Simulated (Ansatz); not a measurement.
Input of an Ansatz 0.2.0 run:

input.yaml

```yaml
crystal:
  lattice:
    - [3.2305756168, 0.0, 0.0]
    - [-1.6152878084, 2.797760553, 0.0]
    - [0.0, 0.0, 10.790562]
  atoms:
    - { symbol: Sn, position: [0.0, 0.0, 0.0] }
    - { symbol: Sn, position: [0.0, 0.0, 0.5] }
    - { symbol: O, position: [0.3333333333, 0.6666666667, 0.905862] }
    - { symbol: O, position: [0.3333333333, 0.6666666667, 0.594138] }
    - { symbol: O, position: [0.6666666667, 0.3333333333, 0.094138] }
    - { symbol: O, position: [0.6666666667, 0.3333333333, 0.405862] }
hamiltonian:
  xc: lda
  pseudopotentials: { kind: paw }
kpoints:
  mp_grid: { grid: [9, 9, 3] }
scf:
  occupations: { method: fermi_dirac, width: 0.05 }
output:
  forces: true
  stress: true
  eigenvalues: true
relax:
  f_tol: 0.01
  max_steps: 40
  cell: { stress_tol: 0.05 }
```

Potentials or basis: Ansatz PAW.

Launch:

```console
$ ansatz run input.yaml --threads 2 --pin off --max-ram 5632MiB --backend cpu --events-out ev --progress --plain --runs-dir out
```

Question: Predict the relaxed volume.

Answer: 15.10 Å³/atom.

Question: Estimate the relaxed cell.

Answer: a = 3.170 Å, b = 3.170 Å, c = 10.409 Å, α = 90.00°, β = 90.00°, γ = 120.00°.

Final structure:
```cif
data_structure
_symmetry_space_group_name_H-M 'P 1'
_symmetry_Int_Tables_number 1
_cell_length_a 3.1700
_cell_length_b 3.1700
_cell_length_c 10.4091
_cell_angle_alpha 90.000
_cell_angle_beta 90.000
_cell_angle_gamma 120.000
_cell_volume 90.59
loop_
_atom_site_label
_atom_site_type_symbol
_atom_site_fract_x
_atom_site_fract_y
_atom_site_fract_z
_atom_site_occupancy
Sn1 Sn 0.00000 0.00000 0.00000 1
Sn2 Sn 0.00000 0.00000 0.50000 1
O1 O 0.33333 0.66667 0.90476 1
O2 O 0.33333 0.66667 0.59524 1
O3 O 0.66667 0.33333 0.09524 1
O4 O 0.66667 0.33333 0.40476 1
```

Caveat: odd divisions of the mesh miss points on the zone boundary, where band edges often lie, so the gap on the mesh can be too wide; the pressure holds a Pulay correction of +0.9 GPa for the finite cutoff; spin-orbit coupling is left out, which moves the levels of the heavy elements; the PAW data sets come from PBE, with cores solved anew for the run's functional, which leaves a small shift of forces and pressure.
